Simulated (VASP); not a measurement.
## CO2: relaxation of cell and atoms with AM05

The system is CO2.

```
C O
1.0
    -1.97203    1.97203    2.97295
     1.97203   -1.97203    2.97295
     1.97203    1.97203   -2.97295
C O
2 4
Direct
  0.00000 0.00000 0.00000
  0.75000 0.25000 0.50000
  0.37500 0.28937 0.41437
  0.71063 0.12500 0.08563
  0.87500 0.96063 0.58563
  0.03937 0.62500 0.91437
```

```yaml
Program: VASP 6.6.1
Task: relaxation of cell and atoms
Functional: AM05
Potentials_or_basis: VASP PAW PBE potentials, release 64 (C, O)
Cutoff: 600 eV
k_mesh: 12 × 12 × 12
Occupations: gaussian, width 0.03 eV
Spin: no spin polarisation
Further_INCAR_settings: ALGO = Normal; EDIFF = 1e-07; IBRION = 2; EDIFFG = -0.005; NSW = 90; ISIF = 3
```

The relaxed volume is 7.68 Å³/atom and the relaxed cell is a = 4.072 Å, b = 4.072 Å, c = 4.072 Å, α = 122.21°, β = 122.21°, γ = 86.21°. The space group after relaxing (to 0.05 Å) is I-42d (No. 122) and the energy gained by relaxing is 0.1 meV/atom. The ionic steps are 7, the pressure after relaxing is 0.0 GPa and the band gap on the k mesh is 7.61 eV, indirect (least direct gap 8.08 eV).

The path:
```
step  energy change (eV)  largest force (eV/Å)  pressure (GPa)  volume (Å³)
   1              0.0000                0.0064           -0.49        46.25
   2             -0.0001                0.0501            0.37        46.09
   3             -0.0002                0.0335            0.04        46.15
   4             -0.0003                0.0129            0.02        46.10
   5             -0.0003                0.0010            0.01        46.06
   6             -0.0003                0.0008            0.01        46.06
   7             -0.0004                0.0003            0.00        46.05
```

Final structure:
```cif
data_structure
_symmetry_space_group_name_H-M 'P 1'
_symmetry_Int_Tables_number 1
_cell_length_a 4.0724
_cell_length_b 4.0724
_cell_length_c 4.0724
_cell_angle_alpha 122.211
_cell_angle_beta 122.211
_cell_angle_gamma 86.211
_cell_volume 46.05
loop_
_atom_site_label
_atom_site_type_symbol
_atom_site_fract_x
_atom_site_fract_y
_atom_site_fract_z
_atom_site_occupancy
C1 C 0.00000 0.00000 0.00000 1
C2 C 0.75000 0.25000 0.50000 1
O1 O 0.37500 0.29024 0.41524 1
O2 O 0.70976 0.12500 0.08476 1
O3 O 0.87500 0.95976 0.58476 1
O4 O 0.04024 0.62500 0.91524 1
```

Levels at points of the mesh, in eV from the valence-band top:
```csv
k point,band 14,band 15,band 16,band 17,band 18,band 19
"(0.00, 0.00, 0.00)",-0.92,-0.92,-0.47,7.61,9.34,9.34
"(0.50, 0.00, 0.00)",-1.43,-0.45,0.00,8.28,9.56,9.77
"(0.50, 0.50, 0.00)",-0.68,-0.52,-0.52,9.00,9.00,10.00
"(0.50, 0.50, 0.50)",-2.89,-0.03,-0.03,8.93,8.93,10.81
```

Run time: 6.8 min on 2 MPI ranks on Intel(R) Xeon(R) Platinum 8488C (Sapphire Rapids) (shared host), peak memory 0.29 GiB a rank.

Caveat: the PAW data sets were made with another functional, which shifts forces and pressure a little. A k mesh can miss the band edges.
